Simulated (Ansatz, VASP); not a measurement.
## One calculation of BN, two programs

File INCAR:

```
SYSTEM = BN
  PREC = Accurate
  ENCUT = 520
  EDIFF = 1E-8
  ISMEAR = -1
  SIGMA = 0.03
  LREAL = .False.
  LASPH = .True.
  NELM = 60
  ALGO = Normal
  ISIF = 2
  LWAVE = .False.
  LCHARG = .False.
  GGA = PS
  LEFG = .True.
  NBANDS = 11
```

File KPOINTS:

```
regular mesh
0
Gamma
  13 13 13
  0 0 0
```

The input POSCAR:

```
BN
1.0
    0.0000000000      1.8194705475      1.8194705475
    1.8194705475      0.0000000000      1.8194705475
    1.8194705475      1.8194705475      0.0000000000
B N
1 1
Direct
    0.0000000000      0.0000000000      0.0000000000
    0.7500000000      0.7500000000      0.7500000000
```

Input for Ansatz:

```yaml
crystal:
  lattice:
    - [0.0, 1.8194705475, 1.8194705475]
    - [1.8194705475, 0.0, 1.8194705475]
    - [1.8194705475, 1.8194705475, 0.0]
  atoms:
    - { symbol: B, position: [0.0, 0.0, 0.0] }
    - { symbol: "N", position: [0.75, 0.75, 0.75] }
kpoints:
  mp_grid: { grid: [13, 13, 13] }
scf:
  occupations: { method: fermi_dirac, width: 0.03 }
hamiltonian:
  xc: pbesol
  pseudopotentials: { kind: paw }
output:
  forces: true
  stress: true
  eigenvalues: true
  efg: { contact_densities: true }
  write_density: true
  write_potential: true
  elf: true
  volumetric_format: npy
```

Change from the starting cell: volume scaled by 1.02, PAW files.

Alike in both runs: task electric field gradients; functional PBEsol; k mesh 13 × 13 × 13; occupations fermi-dirac, width 0.03 eV; no spin polarisation.

|  | VASP | Ansatz |
| --- | --- | --- |
| version | VASP 6.6.1 | Ansatz 0.2.0 |
| potentials or method | VASP PAW PBE potentials, release 64 (B, N) | PAW with Ansatz's default frozen-core files, scalar-relativistic |
| plane-wave cutoff (eV) | 520 | 420 |
| valence electrons in the cell | 8 | 8 |

```tsv
	VASP	Ansatz	Ansatz less VASP
gap on the k mesh at the Fermi level (eV)	4.33	4.34	+0.012
pressure (GPa)	-9.6	-10.1	-0.51
Vzz of the field gradient on the site that differs most (V/Å²)	0.0	0.0	0.00
```

Caveats: the PAW data sets were made with another functional, which shifts forces and pressure a little (VASP); an odd mesh through Γ misses points on the zone boundary, where band edges often lie.
